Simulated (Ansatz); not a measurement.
# Lattice dynamics of BaTiO3 (model cell, started as cubic perovskite with Ti in the octahedra)

How does BaTiO3 (model cell, started as cubic perovskite with Ti in the octahedra) vibrate, and is this structure a minimum?

Method: DFT PBEsol, scalar-relativistic, plane waves, PAW; PAW set soft_1, in Ansatz 0.2.0.

## 1. The structure

The structure is cubic, space group Pm-3m (No. 221). Conventional cell: a = 3.930 Å, b = 3.930 Å, c = 3.930 Å, α = 90.00°, β = 90.00°, γ = 90.00°. Ba has 12 O at 2.78 Å nearest. Ti has 6 O at 1.96 Å nearest. Nearest to O lie 2 Ti at 1.96 Å and 4 Ba at 2.78 Å. Farther neighbours and most contacts between anions are not listed.

As a file:

```cif
data_structure
_symmetry_space_group_name_H-M 'Pm-3m'
_symmetry_Int_Tables_number 221
_cell_length_a 3.9298
_cell_length_b 3.9298
_cell_length_c 3.9298
_cell_angle_alpha 90.000
_cell_angle_beta 90.000
_cell_angle_gamma 90.000
_cell_volume 60.69
loop_
_atom_site_label
_atom_site_type_symbol
_atom_site_symmetry_multiplicity
_atom_site_Wyckoff_symbol
_atom_site_fract_x
_atom_site_fract_y
_atom_site_fract_z
_atom_site_occupancy
Ba1 Ba 1 a 0.00000 0.00000 0.00000 1
Ti1 Ti 1 b 0.50000 0.50000 0.50000 1
O1 O 3 c 0.50000 0.50000 0.00000 1
```

## 2. Bringing the structure to rest

Harmonic phonons are second derivatives at a point where the forces vanish, and they are wanted at zero stress, so atoms and cell are relaxed first.

Contents of input.yaml:

```yaml
crystal:
  lattice:
    - [3.9298, 0.0, 0.0]
    - [0.0, 3.9298, 0.0]
    - [0.0, 0.0, 3.9298]
  atoms:
    - { symbol: Ba, position: [0.0, 0.0, 0.0] }
    - { symbol: Ti, position: [0.5, 0.5, 0.5] }
    - { symbol: O, position: [0.5, 0.5, 0.0] }
    - { symbol: O, position: [0.5, 0.0, 0.5] }
    - { symbol: O, position: [0.0, 0.5, 0.5] }
kpoints:
  mp_grid: { grid: [6, 6, 6] }
hamiltonian:
  xc: pbesol
  pseudopotentials: { kind: paw, azcp: { folder: soft_1 }, xc_functional: pbe }
scf:
  occupations: { method: gaussian, width: 0.02 }
output:
  forces: true
  stress: true
  eigenvalues: true
  write_density: true
  write_potential: true
  elf: true
  volumetric_format: npy
relax:
  adjacent_minimum: "off"
  f_tol: 0.005
  max_steps: 80
  cell: { stress_tol: 0.05 }
```

The run is started by

```bash
$ ansatz run input.yaml --threads 4 --pin off --max-ram 16384MiB --backend cpu --events-out ev --progress --plain --runs-dir out
```

Numbers of over 12 decimals in the logs are rounded to 6 here.

The log of the run:

```text
Engine: ansatz 0.2.0, aarch64-unknown-linux-gnu
Pseudopotentials: kind: paw
Pseudopotential: Ba, paw, valence charge 10, recommended cutoff 420 eV (normal), soft_1/Ba.paw.azcp
Pseudopotential: Ti, paw, valence charge 12, recommended cutoff 420 eV (normal), soft_1/Ti.paw.azcp
Pseudopotential: O, paw, valence charge 6, recommended cutoff 420 eV (normal), soft_1/O.paw.azcp
Functional definition: PBEsol
  exchange = pbesol_x
  correlation = pbesol_c
Crystal: 5 atoms, lattice volume = 60.689 Å³
Basis set: ecut = 420 eV, 1213 PW (Γ), exchange–correlation on 54×54×54 points (8 copies of the dense FFT grid, shifted against one another)
Bands: 25, of which v1, the nominal top of the filled ones, is band 20 counted from 1 (19 counted from 0)
Symmetry: 48 space group operations
Space group: Pm-3m (ITA 221), of the structure as read, at distance tolerance 3.9e-5 Å
k-points: 20 of 216
Non-local potential: Ba, projectors of the file, l = 0: 3, l = 1: 2, l = 2: 2, l = 3: 2
Non-local potential: Ti, projectors of the file, l = 0: 3, l = 1: 2, l = 2: 3, l = 3: 1
Non-local potential: O, projectors of the file, l = 0: 2, l = 1: 2, l = 2: 1
PAW form: soft (Blöchl's): semilocal exchange-correlation on the pseudo side does not see the compensation charge
PAW frozen core: Ba, regenerated for the run's functional, and the local potential with it (the file was generated under x = pbe(κ = 0.804, μ = 0.219515), c = pbe(β = 0.066725))
PAW frozen core: Ti, regenerated for the run's functional, and the local potential with it (the file was generated under x = pbe(κ = 0.804, μ = 0.219515), c = pbe(β = 0.066725))
PAW frozen core: O, regenerated for the run's functional, and the local potential with it (the file was generated under x = pbe(κ = 0.804, μ = 0.219515), c = pbe(β = 0.066725))
PAW one-centre angular grid: Ba, 194 points (default); XC on 64 Gauss nodes
PAW one-centre angular grid: Ti, 590 points (default); XC on 64 Gauss nodes
PAW one-centre angular grid: O, 110 points (default); XC on 64 Gauss nodes
Initial density: superposition of atomic densities (chi_scale 0.1, normalization cell, long waves kept (reshape's long-wave potential 0.00 eV rms))
Initial wavefunctions: pseudopotential atomic-orbital guess
Functional: x = pbesol(κ = 0.804, μ = 0.123457), c = pbesol(β = 0.046)
SCF iter   1: F=—  HF=-10027.989848 eV  |F-HF|=—  |Δ(HF+E_count)|=         —  Δρ=5.49e-2  dr2=1.97e0  ethr=3.10e-3  ⟨swp⟩=7.6  Hψ=2503  notcnv=0
preconditioner: auto → Resta (q_TF=auto, 2.545 Å⁻¹)  ε∞=5.3  [insulator: Δε(μ)=2.306 eV  Ē_g=13.027 eV  σ=0.020 eV  W_gap=1.00  n_scr=18 (ndim 8)  ℏωp=27.0 eV  f_vac=0.000  D(μ)=0.00/eV (n_scr^D=0)  ε∞_Penn≈5.3]
SCF iter   2: F=—  HF=-10027.686508 eV  |F-HF|=—  |Δ(HF+E_count)|=   3.03e-1  Δρ=2.68e-2  dr2=6.31e-1  ethr=3.10e-3  ⟨swp⟩=2.1  Hψ=888  notcnv=0  defer=20
SCF iter   3: F=—  HF=-10027.595109 eV  |F-HF|=—  |Δ(HF+E_count)|=   9.14e-2  Δρ=7.10e-3  dr2=3.90e-2  ethr=1.58e-3  ⟨swp⟩=2.6  Hψ=910  notcnv=0  defer=20
SCF iter   4: F=—  HF=-10027.587809 eV  |F-HF|=—  |Δ(HF+E_count)|=   7.30e-3  Δρ=1.88e-3  dr2=1.64e-3  ethr=9.75e-5  ⟨swp⟩=2.5  Hψ=907  notcnv=0  defer=20
SCF iter   5: F=—  HF=-10027.588195 eV  |F-HF|=—  |Δ(HF+E_count)|=   3.87e-4  Δρ=3.90e-4  dr2=7.22e-5  ethr=4.11e-6  ⟨swp⟩=2.4  Hψ=873  notcnv=0  defer=20
SCF iter   6: F=—  HF=-10027.587919 eV  |F-HF|=—  |Δ(HF+E_count)|=   2.77e-4  Δρ=8.34e-5  dr2=4.58e-6  ethr=1.80e-7  ⟨swp⟩=2.6  Hψ=905  notcnv=0  defer=20
SCF iter   7: F=—  HF=-10027.587919 eV  |F-HF|=—  |Δ(HF+E_count)|=   2.71e-7  Δρ=1.62e-5  dr2=1.80e-7  ethr=1.15e-8  ⟨swp⟩=2.5  Hψ=705  notcnv=0  defer=20
SCF iter   8: F=-10027.587919 eV  HF=-10027.587919 eV  |F-HF|=7.29e-10  |Δ(HF+E_count)|=   3.80e-8  Δρ=2.28e-6  dr2=4.36e-9  ethr=2.50e-10  ⟨swp⟩=13.2  Hψ=3202  notcnv=0
SCF 1 converged in 8 iterations: F = -10027.587919 eV  dr2 = 4.36e-9
  greatest PAW one-centre occupation: 0.998 electrons in one spin orbital (limit 2), on the Ti atom at site 1 (counted from 0), in its partial waves of l = 0
relax step   1: F+E_penalty+E_count = -10027.58791906 eV  Δ(F+E_penalty+E_count) = +0.000e0 eV  max|allowed force component| = 1.465e-29 eV/Å  Δτ_max = 0.0000 Å  P = +5.923 GPa  Ω = 60.689 Å³  (8 SCF iters, dr2 threshold 1.00e-7 eV, accepted)
Crystal: 5 atoms, lattice volume = 62.589 Å³
Basis set: ecut = 420 eV, 1237 PW (Γ), exchange–correlation on 54×54×54 points (8 copies of the dense FFT grid, shifted against one another)
Initial density: handed on by an earlier stage of this run
Initial wavefunctions: those handed on with the density
iter 1 solved again at ethr=1.94e-5 eV; its pass at ethr=3.10e-3 eV (dr2=7.74e-3 eV) is discarded
SCF iter   1: F=—  HF=-10027.617332 eV  |F-HF|=—  |Δ(HF+E_count)|=         —  Δρ=4.16e-3  dr2=8.20e-3  ethr=1.94e-5  ⟨swp⟩=1.1  Hψ=2618  notcnv=0
preconditioner: auto → Resta (q_TF=auto, 2.532 Å⁻¹)  ε∞=5.9  [insulator: Δε(μ)=1.774 eV  Ē_g=11.980 eV  σ=0.020 eV  W_gap=1.00  n_scr=18 (ndim 8)  ℏωp=26.6 eV  f_vac=0.000  D(μ)=0.00/eV (n_scr^D=0)  ε∞_Penn≈5.9]
SCF iter   2: F=—  HF=-10027.616091 eV  |F-HF|=—  |Δ(HF+E_count)|=   1.24e-3  Δρ=1.31e-3  dr2=9.84e-4  ethr=1.94e-5  ⟨swp⟩=2.0  Hψ=782  notcnv=0
SCF iter   3: F=—  HF=-10027.616030 eV  |F-HF|=—  |Δ(HF+E_count)|=   6.12e-5  Δρ=3.97e-4  dr2=1.05e-4  ethr=2.46e-6  ⟨swp⟩=1.4  Hψ=528  notcnv=0
SCF iter   4: F=—  HF=-10027.615720 eV  |F-HF|=—  |Δ(HF+E_count)|=   3.09e-4  Δρ=6.02e-5  dr2=1.91e-6  ethr=2.62e-7  ⟨swp⟩=2.1  Hψ=805  notcnv=0
iter 5 did not close the SCF: its close was put off for the readings that it lacked (scf_convergence_deferred on its scf_iter line)
SCF iter   5: F=-10027.615721 eV  HF=-10027.615721 eV  |F-HF|=1.03e-8  |Δ(HF+E_count)|=   3.33e-7  Δρ=1.22e-5  dr2=4.55e-8  ethr=4.79e-9  ⟨swp⟩=2.1  Hψ=764  notcnv=0
SCF iter   6: F=-10027.615721 eV  HF=-10027.615721 eV  |F-HF|=5.62e-10  |Δ(HF+E_count)|=   4.07e-9  Δρ=1.92e-6  dr2=2.30e-9  ethr=1.14e-10  ⟨swp⟩=5.3  Hψ=2908  notcnv=0
SCF 2 converged in 6 iterations: F = -10027.615721 eV  dr2 = 2.30e-9
relax step   2: F+E_penalty+E_count = -10027.61572080 eV  Δ(F+E_penalty+E_count) = -2.780e-2 eV  max|allowed force component| = 1.329e-29 eV/Å  Δτ_max = 0.0000 Å  P = -0.182 GPa  Ω = 62.589 Å³  energy of the carried Pulay correction = -5.287e-3 eV  (6 SCF iters, dr2 threshold 5.00e-7 eV, accepted)
Crystal: 5 atoms, lattice volume = 62.531 Å³
iter 1 solved again at ethr=2.15e-8 eV; its pass at ethr=3.10e-3 eV (dr2=8.59e-6 eV) is discarded
SCF iter   1: F=—  HF=-10027.616228 eV  |F-HF|=—  |Δ(HF+E_count)|=         —  Δρ=1.31e-4  dr2=8.40e-6  ethr=2.15e-8  ⟨swp⟩=2.1  Hψ=2517  notcnv=0
preconditioner: auto → Resta (q_TF=auto, 2.533 Å⁻¹)  ε∞=5.9  [insulator: Δε(μ)=1.822 eV  Ē_g=12.009 eV  σ=0.020 eV  W_gap=1.00  n_scr=18 (ndim 8)  ℏωp=26.6 eV  f_vac=0.000  D(μ)=0.00/eV (n_scr^D=0)  ε∞_Penn≈5.9]
SCF iter   2: F=—  HF=-10027.615915 eV  |F-HF|=—  |Δ(HF+E_count)|=   3.13e-4  Δρ=3.54e-5  dr2=7.27e-7  ethr=2.10e-8  ⟨swp⟩=2.0  Hψ=866  notcnv=0
SCF iter   3: F=—  HF=-10027.615915 eV  |F-HF|=—  |Δ(HF+E_count)|=   1.90e-8  Δρ=1.20e-5  dr2=9.42e-8  ethr=1.82e-9  ⟨swp⟩=1.2  Hψ=510  notcnv=0
iter 4 did not close the SCF: its close was put off for the readings that it lacked (scf_convergence_deferred on its scf_iter line)
SCF iter   4: F=-10027.615915 eV  HF=-10027.615915 eV  |F-HF|=7.64e-11  |Δ(HF+E_count)|=   4.19e-9  Δρ=1.82e-6  dr2=1.14e-9  ethr=2.36e-10  ⟨swp⟩=2.2  Hψ=725  notcnv=0
iter 5 did not close the SCF: its close was put off for the readings that it lacked (scf_convergence_deferred on its scf_iter line)
SCF iter   5: F=-10027.615915 eV  HF=-10027.615915 eV  |F-HF|=1.82e-12  |Δ(HF+E_count)|=  2.96e-10  Δρ=2.97e-7  dr2=5.73e-11  ethr=2.85e-12  ⟨swp⟩=2.4  Hψ=831  notcnv=0
SCF iter   6: F=-10027.615915 eV  HF=-10027.615915 eV  |F-HF|=5.46e-12  |Δ(HF+E_count)|=  2.18e-11  Δρ=8.11e-8  dr2=2.11e-12  ethr=1.00e-12  ⟨swp⟩=4.7  Hψ=2183  notcnv=0
SCF 3 converged in 6 iterations: F = -10027.615915 eV  dr2 = 2.11e-12
relax step   3: F+E_penalty+E_count = -10027.61591503 eV  Δ(F+E_penalty+E_count) = -1.942e-4 eV  max|allowed force component| = 3.429e-29 eV/Å  Δτ_max = 0.0000 Å  P = -0.008 GPa  Ω = 62.531 Å³  energy of the carried Pulay correction = -5.127e-3 eV  (6 SCF iters, accepted)
[...]
relax step   4: F+E_penalty+E_count = -10027.62182735 eV  Δ(F+E_penalty+E_count) = -5.912e-3 eV  max|allowed force component| = 3.976e-29 eV/Å  Δτ_max = 0.0000 Å  P = +0.140 GPa  Ω = 62.531 Å³  stress off target by 1.40e-1 GPa  SCF on the basis re-selected at this cell (its energy is not comparable with the rows above)  (6 SCF iters)
[...]
relax step   5: F+E_penalty+E_count = -10027.62171956 eV  Δ(F+E_penalty+E_count) = +1.078e-4 eV  max|allowed force component| = 5.588e-30 eV/Å  Δτ_max = 0.0000 Å  P = +0.003 GPa  Ω = 62.578 Å³  energy of the carried Pulay correction = -1.286e-4 eV  (6 SCF iters, accepted)
iter 1 solved again at ethr=1.81e-8 eV; its pass at ethr=3.10e-3 eV (dr2=7.24e-6 eV) is discarded
SCF iter   1: F=—  HF=-10027.622082 eV  |F-HF|=—  |Δ(HF+E_count)|=         —  Δρ=2.73e-5  dr2=8.52e-8  ethr=1.81e-8  ⟨swp⟩=3.8  Hψ=3734  notcnv=0
preconditioner: auto → Resta (q_TF=auto, 2.532 Å⁻¹)  ε∞=5.9  [insulator: Δε(μ)=1.819 eV  Ē_g=12.003 eV  σ=0.020 eV  W_gap=1.00  n_scr=18 (ndim 8)  ℏωp=26.6 eV  f_vac=0.000  D(μ)=0.00/eV (n_scr^D=0)  ε∞_Penn≈5.9]
SCF iter   2: F=—  HF=-10027.621765 eV  |F-HF|=—  |Δ(HF+E_count)|=   3.17e-4  Δρ=1.33e-5  dr2=1.66e-8  ethr=2.13e-10  ⟨swp⟩=2.6  Hψ=921  notcnv=0
SCF iter   3: F=—  HF=-10027.621765 eV  |F-HF|=—  |Δ(HF+E_count)|=   1.31e-7  Δρ=9.19e-6  dr2=7.11e-9  ethr=4.14e-11  ⟨swp⟩=1.0  Hψ=500  notcnv=0
SCF iter   4: F=—  HF=-10027.621765 eV  |F-HF|=—  |Δ(HF+E_count)|=   1.26e-7  Δρ=1.13e-6  dr2=2.94e-10  ethr=1.78e-11  ⟨swp⟩=1.2  Hψ=506  notcnv=0
iter 5 did not close the SCF: its close was put off for the readings that it lacked (scf_convergence_deferred on its scf_iter line)
SCF iter   5: F=-10027.621765 eV  HF=-10027.621765 eV  |F-HF|=9.09e-12  |Δ(HF+E_count)|=   1.39e-9  Δρ=2.67e-7  dr2=3.42e-11  ethr=1.00e-12  ⟨swp⟩=1.2  Hψ=506  notcnv=0
SCF iter   6: F=-10027.621765 eV  HF=-10027.621765 eV  |F-HF|=1.82e-12  |Δ(HF+E_count)|=  3.09e-11  Δρ=1.15e-7  dr2=4.80e-12  ethr=1.00e-12  ⟨swp⟩=4.1  Hψ=2053  notcnv=0
SCF 6 converged in 6 iterations: F = -10027.621765 eV  dr2 = 4.80e-12
relax step   6: F+E_penalty+E_count = -10027.62176523 eV  Δ(F+E_penalty+E_count) = -4.567e-5 eV  max|allowed force component| = 1.115e-29 eV/Å  Δτ_max = 0.0000 Å  P = +0.004 GPa  Ω = 62.578 Å³  stress off target by 4.06e-3 GPa  SCF on the basis re-selected at this cell (its energy is not comparable with the rows above)  (6 SCF iters)
basis re-selected at this cell: Δ(F+E_penalty+E_count) = -4.567e-5 eV, ΔP = +0.001 GPa vs the last step (what re-selecting the basis moved, of the pressure what is left beyond the Pulay correction that the steps carried, after the strain that the cell walked since its last selection, with what the two solves' SCF thresholds leave and, on support functions, any second-order correction that the steps lacked; it is no m [...]
SCF converged after 6 iterations
Free energy (F): -10027.621765 eV
Harris-Foulkes:  -10027.621765 eV  (|F-HF|=1.82e-12)
Internal energy: -10027.621765 eV  (E = F + TS)
E sigma→0 (E₀):  -10027.621765 eV
Fermi energy:    11.381241 eV
--- Per-component energies (eV) ---
  E_band       = -131.064020
  E_kinetic    = 945.866728
  E_local      = -2139.789948  (includes V_loc(G=0)·N_el)
  E_nonlocal   = 310.758256
  E_hartree    = 821.903861
  E_xc         = -527.765049
  E_vxc        = -550.531942  (∫ρ·V_xc dr)
  E_paw        = -6595.138302  (= ΣΔE_a)
  E_vpaw       = -341.177031  (= ΣTr[D̂ρ^β])
  E_aug_tail   = 0.002221  (compensation charges beyond the density's cutoff)
  E_ewald      = -2843.856218
  E_core_change = 0.396686  (= ΣΔE_core)
  E_smearing   = -0.000000  (= −TS)
  E_closure    = -0.000000  (closes the sum)
  Σ components = -10027.621765   (vs F -10027.621765, Δ=0.00e0)
--- Forces (eV/Å), atoms counted from 1 ---
  atom   1  Ba     0.00000000    -0.00000000     0.00000000
  atom   2  Ti    -0.00000000    -0.00000000    -0.00000000
  atom   3  O     -0.00000000    -0.00000000    -0.00000000
  atom   4  O     -0.00000000     0.00000000     0.00000000
  atom   5  O     -0.00000000     0.00000000    -0.00000000
  max |Σ_I F_I| component: 1.30e-29 eV/Å
--- Stress (GPa, compression-positive) ---
        0.004057      -0.000000      -0.000000
       -0.000000       0.004057      -0.000000
       -0.000000      -0.000000       0.004057
  P = ⅓ Tr σ = 0.0041 GPa (0.041 kbar)
--- Band table (eV; the first three rows and the last of 20) ---
  k-point 0: bands = [... 16 lower, 9.3055, 10.4002, 10.4002, 10.4002, 12.2908, 12.2908, 12.2908, 14.6509, ... 1 higher]
  k-point 1: bands = [... 16 lower, 9.0739, 9.7491, 10.2059, 10.2059, 12.3251, 12.8396, 12.8396, 14.6535, ... 1 higher]
  k-point 2: bands = [... 16 lower, 8.6976, 8.8600, 9.9207, 9.9207, 12.3957, 13.7301, 13.7301, 14.6569, ... 1 higher]
  k-point 19: bands = [... 16 lower, 8.1407, 10.4717, 10.4717, 10.4717, 14.8513, 14.8513, 14.8513, 17.3389, ... 1 higher]
--- Relaxed structure (4 steps of the walk, 4 accepted, 2 SCFs on fresh bases) ---
  F+E_penalty+E_count = -10027.62176523 eV   max|allowed force component| = 1.115e-29 eV/Å   (the final SCF, on the basis selected at the relaxed cell)
  cell:  # Å, volume = 62.5779 Å³
    - [3.970150, 0, 0]
    - [0, 3.970150, 0]
    - [0, 0, 3.970150]
  atoms:
    - { symbol: Ba, position: [0, 0, 0] }
    - { symbol: Ti, position: [0.5, 0.5, 0.5] }
    - { symbol: O, position: [0.5, 0.5, 0] }
    - { symbol: O, position: [0.5, 0, 0.5] }
    - { symbol: O, position: [0, 0.5, 0.5] }
```

Elapsed: 4.7 s, on 4 threads of Arm Neoverse V1, shared host; peak memory 0.39 GiB.

Step by step:

```tsv
step	energy less that of the first step (eV)	largest force component (eV/Å)	pressure (GPa)	volume (Å³)
1	0.0000	0.0000	5.92	60.69
2	-0.0278	0.0000	-0.18	62.59
3	-0.0280	0.0000	-0.01	62.53
4*	-0.0339	0.0000	0.14	62.53
5	-0.0338	0.0000	0.00	62.58
6*	-0.0338	0.0000	0.00	62.58
```

Relaxation steps marked * repeat the geometry before them on a plane-wave basis chosen anew for their cell, so energy and pressure can jump there.

The run keeps the 48 symmetry operations that it works with, so distortions that break them were not tested.

```tsv
conventional cell, symmetrised	before	after	change
a (Å)	3.930	3.970	+1.0 %
b (Å)	3.930	3.970	+1.0 %
c (Å)	3.930	3.970	+1.0 %
volume (Å³/atom)	12.14	12.52	+3.1 %
```

The relaxed structure:

```xyz
5
Lattice="3.9701 0.0000 0.0000 0.0000 3.9701 0.0000 0.0000 0.0000 3.9701" Properties=species:S:1:pos:R:3 pbc="T T T"
Ba    0.0000    0.0000    0.0000
Ti    1.9851    1.9851    1.9851
O     1.9851    1.9851    0.0000
O     1.9851    0.0000    1.9851
O     0.0000    1.9851    1.9851
```

This step gave:

| Quantity | Value |
| --- | --- |
| pressure | 0.004057 GPa |
| gap on the k-mesh | 1.819 eV |
| volume per atom | 12.52 Å³ |
| direct gap on mesh | 1.891 eV |

Electrostatic potential energy in the ac plane at fractional y = 0.500, with atoms of Ti and O within 0.2 Å of it. With pseudopotentials it is smooth inside the atoms' cores, unlike the true potential.

Ten even steps from '_' (-33 eV) to '@' (15 eV), each cell a mean:
```
@@@@@@@@@@==..__..**@@@@@@@@
@@@@@@@@@@##==--==%%@@@@@@@@
@@@@@@@@@@%%%%##%%@@@@@@@@@@
@@@@@@@@%%##++++**##@@@@@@@@
++**@@%%##--::..::++##@@%%**
..::**%%++..______::**%%==..
____==##==________..++##--__
__..++##==..______::++%%==..
--++%%%%**::..__..--##%%##==
%%@@@@@@%%**====++##%%@@@@@@
@@@@@@@@@@%%####%%%%@@@@@@@@
@@@@@@@@@@%%++==**@@@@@@@@@@
@@@@@@@@@@++..__::**@@@@@@@@
@@@@@@@@%%--____..++@@@@@@@@
```
Columns run along a (4.0 Å; values clipped at the 3rd and 97th percentile), rows up along c (4.0 Å). Atoms in or near the plane, at fractional coordinates: Ti at (0.50, 0.50), O at (0.50, 0.00), O at (0.00, 0.50).

ELF in the ac plane at fractional y = 0.500, with atoms of Ti and O within 0.2 Å of it. It is the smooth field of the valence electrons, not physical close to the nuclei.

Ten even steps from '_' (0.01) to '@' (0.80), each cell a mean:
```
______==%%@@%%**%%@@##--____
______::##@@@@@@@@@@++..____
--::....--++******==::....--
%%##==..__..::--::..__::++##
@@@@%%--..==####**--..==@@@@
##@@@@==--%%@@%%@@**::**@@%%
==##@@====@@%%##%%##--**@@**
**%%@@==--%%@@%%@@##::**@@%%
@@@@%%--..++%%@@%%==..++@@@@
@@%%++::__..--==--..__--##%%
++==::..::--======--....::==
..____::++%%@@@@@@%%==..____
______==%%@@%%##@@@@##::____
____..++@@@@**==##@@%%--____
```
Columns run along a (4.0 Å), rows up along c (4.0 Å). Atoms in or near the plane, at fractional coordinates: Ti at (0.50, 0.50), O at (0.50, 0.00), O at (0.00, 0.50).

Valence density in the ac plane at fractional y = 0.500, with atoms of Ti and O within 0.2 Å of it. It is the smooth field of the valence electrons, not physical close to the nuclei.

Values in e/Å³, 14 rows by 14 columns, each cell a mean:
```
 0  0  0  0  1  2  5  6  4  1  0  0  0  0
 0  0  0  0  0  1  2  3  2  1  0  0  0  0
 0  0  0  0  0  1  1  1  1  0  0  0  0  0
 1  0  0  0  0  0  1  1  1  0  0  0  0  0
 2  1  1  0  0  1  3  3  2  1  0  0  1  1
 5  4  1  1  1  3  7  8  6  2  1  1  2  4
 8  5  2  1  1  5  9 11  8  3  1  1  3  6
 6  4  2  1  1  4  8  9  7  3  1  1  2  5
 3  2  1  0  1  2  4  5  3  1  0  1  1  2
 1  1  0  0  0  1  1  1  1  0  0  0  0  1
 0  0  0  0  0  0  1  1  1  0  0  0  0  0
 0  0  0  0  0  1  2  2  1  1  0  0  0  0
 0  0  0  0  1  2  4  5  4  1  0  0  0  0
 0  0  0  0  1  3  6  8  5  2  1  0  0  0
```
Columns run along a (4.0 Å), rows up along c (4.0 Å). Atoms in or near the plane, at fractional coordinates: Ti at (0.50, 0.50), O at (0.50, 0.00), O at (0.00, 0.50).

In this step the volume went from 12.14 to 12.52 Å³/atom.

(Part 1 of 3 ends here.)

[Logs are printed without paths, hosts, clocks, repeated set-up lines and the standing remarks that a program may print on its own settings, such as how far it seeks lower states.]

[Hosts, paths, dates, database ids (printed as entryN), source tags and the programs' standing remarks are cut or masked in the printed files.]
